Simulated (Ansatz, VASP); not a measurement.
**One calculation of WC, two programs**

INCAR

```
ALGO = Normal
EDIFF = 1E-6
EDIFFG = -0.002
ENCUT = 600
GGA = PE
IBRION = 2
ISIF = 3
ISMEAR = 0
LASPH = T
LCHARG = F
LREAL = F
LWAVE = F
NELM = 100
NSW = 100
PREC = Accurate
SIGMA = 0.1
```

The input KPOINTS:

```
k-points
0
Gamma
  18 18 14
```

POSCAR

```
WC
1.0
    2.9226611779      0.0000000000      0.0000000000
   -1.4613305890      2.5310988267      0.0000000000
    0.0000000000      0.0000000000      2.8463861539
W C
1 1
Direct
    0.0000000000      0.0000000000      0.0000000000
    0.3333333333      0.6666666667      0.5000000000
```

Input for Ansatz:

```yaml
crystal:
  lattice:
    - [2.9226611779, 0.0, 0.0]
    - [-1.461330589, 2.5310988267, 0.0]
    - [0.0, 0.0, 2.8463861539]
  atoms:
    - { symbol: W, position: [0.0, 0.0, 0.0] }
    - { symbol: C, position: [0.3333333333, 0.6666666667, 0.5] }
basis:
  ecutwfc: 420
kpoints:
  mp_grid: { grid: [18, 18, 14] }
hamiltonian:
  xc: pbe
  pseudopotentials: { kind: paw, azcp: { folder: soft_1 } }
scf:
  occupations: { method: gaussian, width: 0.1 }
output:
  forces: true
  stress: true
  eigenvalues: true
  write_density: true
  write_potential: true
  elf: true
  volumetric_format: npy
relax:
  adjacent_minimum: "off"
  f_tol: 0.002
  max_steps: 80
  cell: { stress_tol: 0.02 }
```

The cell was built by a generator and needn't be a form met in nature.

Alike in both runs: task relaxation of cell and atoms; functional PBE; k mesh 18 × 18 × 14; occupations gaussian, width 0.1 eV; no spin polarisation.

|  | VASP | Ansatz |
| --- | --- | --- |
| version | VASP 6.6.1 | Ansatz 0.2.0 |
| potentials or method | VASP PAW PBE potentials, release 64 (W_sv, C) | scalar-relativistic, plane waves, PAW |
| plane-wave cutoff (eV) | 600 | 420 |
| valence electrons in the cell | 18 | 18 |

Ansatz gave:

* gap on the k mesh at the Fermi level, each at its own relaxed structure (eV): none
* relaxed volume (Å³/atom): 10.53
* relaxed cell length with the largest relative difference (Å): 2.847

Task: Estimate VASP's values.

Result: gap on the k mesh at the Fermi level, each at its own relaxed structure (eV): none; relaxed volume (Å³/atom): 10.55; relaxed cell length with the largest relative difference (Å): 2.850.

A gap of «none» marks a metal or a gap that the smearing closes.

Spin-orbit coupling is left out, which matters for the levels of W.
